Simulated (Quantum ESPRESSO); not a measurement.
**MgS (Niningerite) under changes of volume**

One of the cells (17.609 Å³/atom); the others are scaled copies at fixed shape and fractional positions:

```
S Mg
1.0
     0.00000    2.60165    2.60165
     2.60165    0.00000    2.60165
     2.60165    2.60165    0.00000
S Mg
1 1
Direct
  0.50000 0.50000 0.50000
  0.00000 0.00000 0.00000
```

```yaml
Program: Quantum ESPRESSO 7.5
Functional: r2SCAN
Potentials_or_basis: SG15 PBE 1.2
Cutoff: 952 eV
Density_cutoff: 3810 eV
k_mesh: 7 × 7 × 7
Occupations: fermi-dirac, width 0.05 eV
Spin: no spin polarisation
```

| volume (Å³/atom) | energy over the lowest point (meV/atom) | pressure (GPa) | gap on the mesh (eV) |
| --- | --- | --- | --- |
| 16.553 | 21.87 | 6.0 | 3.88 |
| 16.905 | 10.37 | 3.9 | 3.84 |
| 17.257 | ? | ? | ? |
| 17.609 | 0.00 | 0.3 | 3.74 |
| 17.962 | 0.38 | -1.2 | 3.69 |
| 18.314 | 3.97 | -2.6 | 3.65 |
| 18.666 | 10.53 | -3.9 | 3.60 |

What does the run at 17.257 Å³/atom give?

Energy over the lowest point 3.22 meV/atom; pressure 2.0 GPa; gap on the mesh 3.79 eV.

Worked out: A Birch-Murnaghan fit of order 3 (a polynomial in V^(-2/3)) to the other rows has its minimum at 17.75 Å³/atom with B0 = V·E''(V) = 79 GPa and B' = 3.9. It gives 3.22 meV/atom at 17.257 Å³/atom, against the run's 3.22, and -dE/dV = 2.3 GPa, against 2.0. A straight line through the other rows of the gap, of slope -2.35 eV per unit of ln V, gives 3.79 eV, against the run's 3.79.

Energies are extrapolated to zero smearing.

Caveats: the potentials were made for another functional, which shifts forces and pressure; an odd mesh through Γ misses points on the zone boundary, where band edges often lie.
